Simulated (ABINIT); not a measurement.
# Converging GW for MgO (Fm-3m) in ABINIT, part 2 of 2

Wanted: a converged G0W0 gap of MgO (Fm-3m), or an estimate of the limit.

ABINIT 10.8.3; PBE and many-body steps on it, plane waves. Known limits of the many-body steps: not at the basis limit.

So far. Step 3 (Screening, 6×6×6 mesh, 100 bands, screening to 203.5 eV): Local fields lower ε∞ by 7 %. Step 4 (100 bands, 203.5 eV): The gap on the mesh goes from 4.89 eV to 7.18 eV, a correction of +2.29 eV.

### 6. 149 bands, 269.4 eV

This step: G0W0 on PBE, plane waves, norm-conserving pseudopotentials.

run.abi

```
acell 3*1.0 Angstrom
rprim 
  -0.000000000000 2.097001392700 2.097001392700
  2.097001392700 -0.000000000000 2.097001392700
  2.097001392700 2.097001392700 -0.000000000000
ntypat 2
znucl 12 8
natom 2
typat 1 2
xred 
  0.000000000000 0.000000000000 0.000000000000
  0.500000000000 0.500000000000 0.500000000000
pp_dirpath "pseudos"
pseudos "Mg.upf, O.upf"
ecut 38
ngkpt 6 6 6
nshiftk 1
shiftk 0 0 0
kptopt 1
chksymbreak 0
istwfk *1
occopt 1
irdwfk 1
optdriver 4
nband 149
gwcalctyp 0
ecutsigx 38
symsigma 1
nkptgw 3
kptgw 
  0.0000000000 0.0000000000 0.0000000000
  0.5000000000 0.0000000000 0.0000000000
  0.5000000000 0.5000000000 0.0000000000
bdgw 
  6 12
  7 10
  7 10
ecuteps 9.9
irdscr 1
ppmodel 1
indata_prefix "in"
outdata_prefix "out"
tmpdata_prefix "tmp"
```

The run is started by

```
$ OMP_NUM_THREADS=1 mpirun -n 4 abinit run.abi > log
```

The program printed:

```text
.Version 10.8.3 of ABINIT. v10.8.2 released Aug 2026.

 Symmetries : space group Fm -3 m (#225); Bravais cF (face-center cubic)
[... echo of the input left out ...]
== DATASET  1 ==================================================================
-   mpi_nproc: 4, omp_nthreads: 1 (-1 if OMP is not activated)

--- !DatasetInfo
iteration_state: {dtset: 1, }
dimensions: {natom: 2, nkpt: 16, mband: 149, nsppol: 1, nspinor: 1, nspden: 1, mpw: 1411, }
cutoff_energies: {ecut:  38.0, pawecutdg:  -1.0, }
electrons: {nelect:   1.60000000E+01, charge:   0.00000000E+00, occopt:   1.00000000E+00, tsmear:   1.00000000E-02, }

 SIGMA: Calculation of the GW corrections

 Based on a program developped by R.W. Godby, V. Olevano, G. Onida, and L. Reining.
 Incorporated in ABINIT by V. Olevano, G.-M. Rignanese, and M. Torrent.
.Using double precision arithmetic ; gwpc =  8

[... cell and pseudopotentials left out ...]
--------------------------------------------------------------------------------

 ==== K-mesh for the wavefunctions ====
 Number of points in the irreducible wedge :    16
[... list of points left out ...]
 Together with 48 symmetry operations and time-reversal symmetry
 yields   216 points in the full Brillouin Zone.

 ==== Q-mesh for screening function ====
 Number of points in the irreducible wedge :    16
[... list of points left out ...]
 Together with 48 symmetry operations and time-reversal symmetry
 yields   216 points in the full Brillouin Zone.

 vcoul_init : cutoff-mode = AUXILIARY_FUNCTION
 q-points for optical limit:   1
     1)      0.000010    0.000020    0.000030
 setmesh: FFT mesh size selected  =    32x   32x   32
          total number of points  =        32768

 Number of electrons calculated from density =   16.0000; Expected =   16.0000
[...]
number of plane-waves for wavefunctions          1411
 number of bands                                   149
 number of q-points in IBZ                          16
 number of frequencies                               2
 number of real frequencies                          1
 number of imag frequencies                          1

 matrix elements of self-energy operator (all in [eV])

 Perturbative Calculation

--- !SelfEnergy_ee
iteration_state: {dtset: 1, }
kpoint     : [   0.000,    0.000,    0.000, ]
spin       : 1
KS_gap     :    4.895
QP_gap     :    7.256
Delta_QP_KS:    2.361
data: !SigmaeeData |
     Band     E0 <VxcDFT>   SigX SigC(E0)      Z dSigC/dE  Sig(E)    E-E0       E
        6   4.841 -20.153 -25.631   3.621   0.808  -0.238 -21.653  -1.500   3.341
        7   4.841 -20.153 -25.631   3.621   0.808  -0.238 -21.653  -1.500   3.341
        8   4.841 -20.153 -25.631   3.621   0.808  -0.238 -21.653  -1.500   3.341
[...]
--- !SelfEnergy_ee
iteration_state: {dtset: 1, }
kpoint     : [   0.500,    0.000,    0.000, ]
spin       : 1
KS_gap     :    8.670
QP_gap     :   11.322
Delta_QP_KS:    2.652
data: !SigmaeeData |
     Band     E0 <VxcDFT>   SigX SigC(E0)      Z dSigC/dE  Sig(E)    E-E0       E
[...]
--- !SelfEnergy_ee
iteration_state: {dtset: 1, }
kpoint     : [   0.500,    0.500,    0.000, ]
spin       : 1
KS_gap     :   10.595
QP_gap     :   13.103
Delta_QP_KS:    2.507
data: !SigmaeeData |
     Band     E0 <VxcDFT>   SigX SigC(E0)      Z dSigC/dE  Sig(E)    E-E0       E
[...]
9  14.086  -8.929  -3.915  -4.129   0.872  -0.147  -8.158   0.771  14.857
       10  14.995 -12.074  -6.425  -4.395   0.867  -0.154 -10.987   1.087  16.082

== END DATASET(S) ==============================================================
================================================================================

 -outvars: echo values of variables after computation  --------
           etotal      0.0000000000E+00
            nband         149
             nkpt          16
          spgroup         225
 [... the other variables as echoed above ...]

 Calculation completed.
```

The job ended after 18 s (4 MPI ranks of Arm Neoverse V2, shared host; peak memory 1 GiB; 73 s of CPU time).

Numbers from this step:

```yaml
g0w0_gap_on_the_points_computed: 7.256 eV
starting_gap_on_the_mesh: 4.895 eV
k_of_the_valence_top: 0, 0, 0
k_of_the_conduction_bottom: 0, 0, 0
z_at_the_valence_top: 0.808
z_at_the_conduction_bottom: 0.855
least_direct_g0w0_gap_on_the_computed_points: 7.256 eV
```

Against G0W0 in ABINIT (6×6×6 mesh, 100 bands, screening to 203.5 eV, Godby-Needs plasmon pole), the gap moves by +0.072 eV.

### 7. Screening, 6×6×6 mesh, 225 bands, screening to 359.2 eV

This step: RPA screening on PBE, plane waves, norm-conserving pseudopotentials.

run.abi: that of step 6 with these lines changed.

```diff
@@ -23,19 +23,8 @@
 irdwfk 1
-optdriver 4
-nband 149
-gwcalctyp 0
-ecutsigx 38
-symsigma 1
-nkptgw 3
-kptgw 
-  0.0000000000 0.0000000000 0.0000000000
-  0.5000000000 0.0000000000 0.0000000000
-  0.5000000000 0.5000000000 0.0000000000
-bdgw 
-  6 12
-  7 10
-  7 10
-ecuteps 9.9
-irdscr 1
-ppmodel 1
+optdriver 3
+nband 225
+ecuteps 13.2
+inclvkb 2
+awtr 1
+symchi 1
 indata_prefix "in"
```

The program printed:

```text
.Version 10.8.3 of ABINIT. v10.8.2 released Aug 2026.

 Symmetries : space group Fm -3 m (#225); Bravais cF (face-center cubic)
[... echo of the input left out ...]
== DATASET  1 ==================================================================
-   mpi_nproc: 4, omp_nthreads: 1 (-1 if OMP is not activated)

--- !DatasetInfo
iteration_state: {dtset: 1, }
dimensions: {natom: 2, nkpt: 16, mband: 225, nsppol: 1, nspinor: 1, nspden: 1, mpw: 1411, }
cutoff_energies: {ecut:  38.0, pawecutdg:  -1.0, }
[...]
--------------------------------------------------------------------------------
[... chi0 elements left out ...]
 For q-point:  0.000010 0.000020 0.000030
  dielectric constant =   3.0165
  dielectric constant without local fields =   3.2390

  Average fulfillment of the sum rule on Im[epsilon] for q-point    1 :     93.34  [%]
[... wings left out ...]
  q-point number  2        q = ( 0.166667, 0.000000, 0.000000) [r.l.u.]
--------------------------------------------------------------------------------
[... chi0 elements left out ...]
  Average fulfillment of the sum rule on Im[epsilon] for q-point    2 :    102.63  [%]

 [... 14 further q-points ...]
```

The job ended after 3.3 min (4 MPI ranks; peak memory 1.5 GiB; 13 min of CPU time).

This step gave:

* ε∞ with local fields, on this mesh, along the program's q direction: 3.017
* the same without local fields: 3.239
* plasma frequency: 34.59 eV
* plane waves in the screening matrix: 283

### 8. 225 bands, 359.2 eV

This step: G0W0 on PBE, plane waves, norm-conserving pseudopotentials.

run.abi: that of step 7 with these lines changed.

```diff
@@ -23,8 +23,19 @@
 irdwfk 1
-optdriver 3
+optdriver 4
 nband 225
+gwcalctyp 0
+ecutsigx 38
+symsigma 1
+nkptgw 3
+kptgw 
+  0.0000000000 0.0000000000 0.0000000000
+  0.5000000000 0.0000000000 0.0000000000
+  0.5000000000 0.5000000000 0.0000000000
+bdgw 
+  6 12
+  7 10
+  7 10
 ecuteps 13.2
-inclvkb 2
-awtr 1
-symchi 1
+irdscr 1
+ppmodel 1
 indata_prefix "in"
```

The program printed:

```text
.Version 10.8.3 of ABINIT. v10.8.2 released Aug 2026.

 Symmetries : space group Fm -3 m (#225); Bravais cF (face-center cubic)
[... echo of the input left out ...]
== DATASET  1 ==================================================================
-   mpi_nproc: 4, omp_nthreads: 1 (-1 if OMP is not activated)

--- !DatasetInfo
iteration_state: {dtset: 1, }
dimensions: {natom: 2, nkpt: 16, mband: 225, nsppol: 1, nspinor: 1, nspden: 1, mpw: 1411, }
cutoff_energies: {ecut:  38.0, pawecutdg:  -1.0, }
[...]
Band     E0 <VxcDFT>   SigX SigC(E0)      Z dSigC/dE  Sig(E)    E-E0       E
[...]
9  14.086  -8.929  -3.915  -4.142   0.873  -0.145  -8.168   0.762  14.848
       10  14.995 -12.074  -6.425  -4.433   0.867  -0.154 -11.020   1.054  16.049

== END DATASET(S) ==============================================================
================================================================================

 -outvars: echo values of variables after computation  --------
           etotal      0.0000000000E+00
            nband         225
             nkpt          16
          spgroup         225
 [... the other variables as echoed above ...]

 Calculation completed.
```

Elapsed: 64 s, on 4 MPI ranks; peak memory 1.6 GiB; 4.3 min of CPU time.

Numbers from this step:

- G0W0 gap on the points computed: 7.304 eV
- starting gap on the mesh: 4.895 eV
- k of the valence top: 0, 0, 0
- k of the conduction bottom: 0, 0, 0
- least direct G0W0 gap on the computed points: 7.304 eV

Against G0W0 in ABINIT (6×6×6 mesh, 149 bands, screening to 269.4 eV, Godby-Needs plasmon pole), the gap moves by +0.048 eV.

### 9. Screening, 6×6×6 mesh, 330 bands, screening to 466.9 eV

This step: RPA screening on PBE, plane waves, norm-conserving pseudopotentials.

run.abi: that of step 8 with these lines changed.

```diff
@@ -23,19 +23,8 @@
 irdwfk 1
-optdriver 4
-nband 225
-gwcalctyp 0
-ecutsigx 38
-symsigma 1
-nkptgw 3
-kptgw 
-  0.0000000000 0.0000000000 0.0000000000
-  0.5000000000 0.0000000000 0.0000000000
-  0.5000000000 0.5000000000 0.0000000000
-bdgw 
-  6 12
-  7 10
-  7 10
-ecuteps 13.2
-irdscr 1
-ppmodel 1
+optdriver 3
+nband 330
+ecuteps 17.16
+inclvkb 2
+awtr 1
+symchi 1
 indata_prefix "in"
```

The program printed:

```text
.Version 10.8.3 of ABINIT. v10.8.2 released Aug 2026.

 Symmetries : space group Fm -3 m (#225); Bravais cF (face-center cubic)
[... echo of the input left out ...]
== DATASET  1 ==================================================================
-   mpi_nproc: 4, omp_nthreads: 1 (-1 if OMP is not activated)

--- !DatasetInfo
iteration_state: {dtset: 1, }
dimensions: {natom: 2, nkpt: 16, mband: 330, nsppol: 1, nspinor: 1, nspden: 1, mpw: 1411, }
cutoff_energies: {ecut:  38.0, pawecutdg:  -1.0, }
[...]
--------------------------------------------------------------------------------
[... chi0 elements left out ...]
 For q-point:  0.000010 0.000020 0.000030
  dielectric constant =   3.0160
  dielectric constant without local fields =   3.2395

  Average fulfillment of the sum rule on Im[epsilon] for q-point    1 :    100.33  [%]
[... wings left out ...]
  q-point number  2        q = ( 0.166667, 0.000000, 0.000000) [r.l.u.]
--------------------------------------------------------------------------------
[... chi0 elements left out ...]
  Average fulfillment of the sum rule on Im[epsilon] for q-point    2 :    107.90  [%]

 [... 14 further q-points ...]
```

The job ended after 8.1 min (4 MPI ranks; peak memory 2.1 GiB; 33 min of CPU time).

This step gave:

```yaml
eps_infinity_with_local_fields_on_this_mesh_along_the_program_s_q_direction: 3.016
the_same_without_local_fields: 3.240
plasma_frequency: 34.59 eV
plane_waves_in_the_screening_matrix: 411
```

### 10. 330 bands, 466.9 eV

This step: G0W0 on PBE, plane waves, norm-conserving pseudopotentials.

run.abi: that of step 9 with these lines changed.

```diff
@@ -23,8 +23,19 @@
 irdwfk 1
-optdriver 3
+optdriver 4
 nband 330
+gwcalctyp 0
+ecutsigx 38
+symsigma 1
+nkptgw 3
+kptgw 
+  0.0000000000 0.0000000000 0.0000000000
+  0.5000000000 0.0000000000 0.0000000000
+  0.5000000000 0.5000000000 0.0000000000
+bdgw 
+  6 12
+  7 10
+  7 10
 ecuteps 17.16
-inclvkb 2
-awtr 1
-symchi 1
+irdscr 1
+ppmodel 1
 indata_prefix "in"
```

The program printed:

```text
.Version 10.8.3 of ABINIT. v10.8.2 released Aug 2026.

 Symmetries : space group Fm -3 m (#225); Bravais cF (face-center cubic)
[... echo of the input left out ...]
== DATASET  1 ==================================================================
-   mpi_nproc: 4, omp_nthreads: 1 (-1 if OMP is not activated)

--- !DatasetInfo
iteration_state: {dtset: 1, }
dimensions: {natom: 2, nkpt: 16, mband: 330, nsppol: 1, nspinor: 1, nspden: 1, mpw: 1411, }
cutoff_energies: {ecut:  38.0, pawecutdg:  -1.0, }
[...]
Band     E0 <VxcDFT>   SigX SigC(E0)      Z dSigC/dE  Sig(E)    E-E0       E
[...]
9  14.086  -8.929  -3.915  -4.152   0.873  -0.145  -8.176   0.753  14.839
       10  14.995 -12.074  -6.425  -4.457   0.866  -0.155 -11.042   1.032  16.028

== END DATASET(S) ==============================================================
================================================================================

 -outvars: echo values of variables after computation  --------
           etotal      0.0000000000E+00
            nband         330
             nkpt          16
          spgroup         225
 [... the other variables as echoed above ...]

 Calculation completed.
```

Wall time 3.2 min (4 MPI ranks); peak memory 2.4 GiB; 13 min of CPU time.

This step gave:

| Quantity | Value |
| --- | --- |
| G0W0 gap on the points computed | 7.333 eV |
| starting gap on the mesh | 4.895 eV |
| k of the valence top | 0, 0, 0 |
| k of the conduction bottom | 0, 0, 0 |
| least direct G0W0 gap on the computed points | 7.333 eV |

Against G0W0 in ABINIT (6×6×6 mesh, 225 bands, screening to 359.2 eV, Godby-Needs plasmon pole), the gap moves by +0.029 eV.

### 11. Screening, 6×6×6 mesh, 476 bands, screening to 598.7 eV

This step: RPA screening on PBE, plane waves, norm-conserving pseudopotentials.

run.abi: that of step 10 with these lines changed.

```diff
@@ -23,19 +23,8 @@
 irdwfk 1
-optdriver 4
-nband 330
-gwcalctyp 0
-ecutsigx 38
-symsigma 1
-nkptgw 3
-kptgw 
-  0.0000000000 0.0000000000 0.0000000000
-  0.5000000000 0.0000000000 0.0000000000
-  0.5000000000 0.5000000000 0.0000000000
-bdgw 
-  6 12
-  7 10
-  7 10
-ecuteps 17.16
-irdscr 1
-ppmodel 1
+optdriver 3
+nband 476
+ecuteps 22
+inclvkb 2
+awtr 1
+symchi 1
 indata_prefix "in"
```

The program printed:

```text
.Version 10.8.3 of ABINIT. v10.8.2 released Aug 2026.

 Symmetries : space group Fm -3 m (#225); Bravais cF (face-center cubic)
[... echo of the input left out ...]
== DATASET  1 ==================================================================
-   mpi_nproc: 4, omp_nthreads: 1 (-1 if OMP is not activated)

--- !DatasetInfo
iteration_state: {dtset: 1, }
dimensions: {natom: 2, nkpt: 16, mband: 476, nsppol: 1, nspinor: 1, nspden: 1, mpw: 1411, }
cutoff_energies: {ecut:  38.0, pawecutdg:  -1.0, }
[...]
--------------------------------------------------------------------------------
[... chi0 elements left out ...]
 For q-point:  0.000010 0.000020 0.000030
  dielectric constant =   3.0156
  dielectric constant without local fields =   3.2397

  Average fulfillment of the sum rule on Im[epsilon] for q-point    1 :    105.39  [%]
[... wings left out ...]
  q-point number  2        q = ( 0.166667, 0.000000, 0.000000) [r.l.u.]
--------------------------------------------------------------------------------
[... chi0 elements left out ...]
  Average fulfillment of the sum rule on Im[epsilon] for q-point    2 :    111.43  [%]

 [... 14 further q-points ...]
```

Wall time 25 min (4 MPI ranks); peak memory 3.7 GiB; 1.7 h of CPU time.

Numbers from this step:

```
ε∞ with local fields, on this mesh, along the program's q direction : 3.016
the same without local fields                                       : 3.240
plasma frequency                                                    : 34.59 eV
plane waves in the screening matrix                                 : 609
```

### 12. 476 bands, 598.7 eV

This step: G0W0 on PBE, plane waves, norm-conserving pseudopotentials.

run.abi: that of step 11 with these lines changed.

```diff
@@ -23,8 +23,19 @@
 irdwfk 1
-optdriver 3
+optdriver 4
 nband 476
+gwcalctyp 0
+ecutsigx 38
+symsigma 1
+nkptgw 3
+kptgw 
+  0.0000000000 0.0000000000 0.0000000000
+  0.5000000000 0.0000000000 0.0000000000
+  0.5000000000 0.5000000000 0.0000000000
+bdgw 
+  6 12
+  7 10
+  7 10
 ecuteps 22
-inclvkb 2
-awtr 1
-symchi 1
+irdscr 1
+ppmodel 1
 indata_prefix "in"
```

The program printed:

```text
.Version 10.8.3 of ABINIT. v10.8.2 released Aug 2026.

 Symmetries : space group Fm -3 m (#225); Bravais cF (face-center cubic)
[... echo of the input left out ...]
== DATASET  1 ==================================================================
-   mpi_nproc: 4, omp_nthreads: 1 (-1 if OMP is not activated)

--- !DatasetInfo
iteration_state: {dtset: 1, }
dimensions: {natom: 2, nkpt: 16, mband: 476, nsppol: 1, nspinor: 1, nspden: 1, mpw: 1411, }
cutoff_energies: {ecut:  38.0, pawecutdg:  -1.0, }
[...]
Band     E0 <VxcDFT>   SigX SigC(E0)      Z dSigC/dE  Sig(E)    E-E0       E
[...]
9  14.086  -8.929  -3.915  -4.157   0.873  -0.145  -8.181   0.749  14.834
       10  14.995 -12.074  -6.425  -4.473   0.866  -0.154 -11.055   1.019  16.014

== END DATASET(S) ==============================================================
================================================================================

 -outvars: echo values of variables after computation  --------
           etotal      0.0000000000E+00
            nband         476
             nkpt          16
          spgroup         225
 [... the other variables as echoed above ...]

 Calculation completed.
```

Elapsed: 10 min, on 4 MPI ranks; peak memory 4.2 GiB.

Numbers from this step:

- G0W0 gap on the points computed: 7.358 eV
- starting gap on the mesh: 4.895 eV
- k of the valence top: 0, 0, 0
- k of the conduction bottom: 0, 0, 0
- least direct G0W0 gap on the computed points: 7.358 eV

Against G0W0 in ABINIT (6×6×6 mesh, 330 bands, screening to 466.9 eV, Godby-Needs plasmon pole), the gap moves by +0.025 eV.

### 13. Side by side

Times are wall times on 4 MPI ranks of Arm Neoverse V2, shared host, good to a factor of about two. A run's time includes the screening step that it read.

| run | mesh | bands | screening cutoff (eV) | DFT gap (eV) | gap on the mesh (eV) | direct (eV) | ε∞ used | time |
| --- | --- | --- | --- | --- | --- | --- | --- | --- |
| 100 bands, 203.5 eV | 6×6×6 | 100 | 203.5 | 4.895 | 7.184 | 7.184 | 3.02 | 63 s |
| 149 bands, 269.4 eV | 6×6×6 | 149 | 269.4 | 4.895 | 7.256 | 7.256 | 3.02 | 1.9 min |
| 225 bands, 359.2 eV | 6×6×6 | 225 | 359.2 | 4.895 | 7.304 | 7.304 | 3.02 | 4.4 min |
| 330 bands, 466.9 eV | 6×6×6 | 330 | 466.9 | 4.895 | 7.333 | 7.333 | 3.02 | 11 min |
| 476 bands, 598.7 eV | 6×6×6 | 476 | 598.7 | 4.895 | 7.358 | 7.358 | 3.02 | 35 min |

### 14. What came out

```yaml
100_bands_203p5_ev: 7.184 eV
149_bands_269p4_ev: 7.256 eV
225_bands_359p2_ev: 7.304 eV
330_bands_466p9_ev: 7.333 eV
476_bands_598p7_ev: 7.358 eV
known_limits: not at the basis limit
```

What this shows: From the first rung to the last the gap moves by +0.17 eV for 34 times the time. In the G0W0 runs levels were corrected at 3 k points alone, so a gap called «on the mesh» is the least over those, and an edge elsewhere would be missed.

[Paths, hosts, dates, memory and timing lines, banners, echoed tables and standing remarks are left out of the program output.]

[Logs are printed without paths, hosts, clocks, repeated set-up lines and the standing remarks that a program may print on its own settings, such as how far it seeks lower states.]

[Runs of the session that timed out or met a known fault of the program may be left out.]

[Hosts, paths, dates, database ids (printed as entryN), source tags and the programs' standing remarks are cut or masked in the printed files.]

[G0W0 gaps are taken among the corrected bands and points alone; a level outside them can change the order at an edge.]

[Where Ansatz stands beside ABINIT at settings called matched, ABINIT's density can come from a denser mesh and the files from another edition; pairs whose starting gaps differed by over 0.03 eV were left out, so agreement reads better than it is.]
